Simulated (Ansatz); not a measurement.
SiO$_{2}$: enthalpy against pressure

SiO$_{2}$, P6_322, a = 5.099 Å, c = 8.629 Å. This isn't the usual stable structure of the compound. Ansatz: PBE, PAW, 420 eV, Γ-centred 6×6×4 mesh on 12 atoms, Gaussian smearing 0.02 eV; no spin polarisation. Cell and atoms are relaxed at each pressure, and no other structure is tried, so the rows at high pressure may lie past a change of phase. y is the enthalpy over the state at zero pressure; there V0 = 16.192 Å³/atom. The pressures are the targets, met within 0.02 GPa.

```tsv
P (GPa)	y (eV/atom)
-3.0	?
0.0	0.0000
3.0	0.2914
8.0	0.7391
15.0	1.3198
30.0	2.4627
```

Task: Fit y = c1 P + c2 P² + c3 P³ to the other rows, say what c1 and c2 mean, and predict the missing value.

Result: Least squares on the rows shown. y = 0.099261 P − 0.00093476 P² + 1.2082×10⁻⁵ P³. Since dH/dP = V, c1 is V0: 0.099261 eV/GPa × 160.2 = 15.902 Å³ against 16.192; c2 = −V0/(2B0) gives B0 = 53 GPa, where a Birch–Murnaghan fit to the volumes of the same runs (not shown) gives 29 GPa: a cubic over this range folds the higher terms into c2. Above P = −c2/(3 c3) = 26 GPa the cubic's slope, the volume, would rise with pressure, so the form fails there. At P = -3.0 the fit asked for gives -0.3065 eV/atom. The run gave -0.3179 eV/atom, so the fit is 0.0114 eV/atom too high, 0.41 % of the span of the series, against an rms of 0.0011 eV/atom on the fitted rows. The row lies outside the fitted range. With a term in P⁴ added, a fit to the same known rows (none to spare) predicts -0.3159 eV/atom, so most of the miss is curvature that the known rows already hold.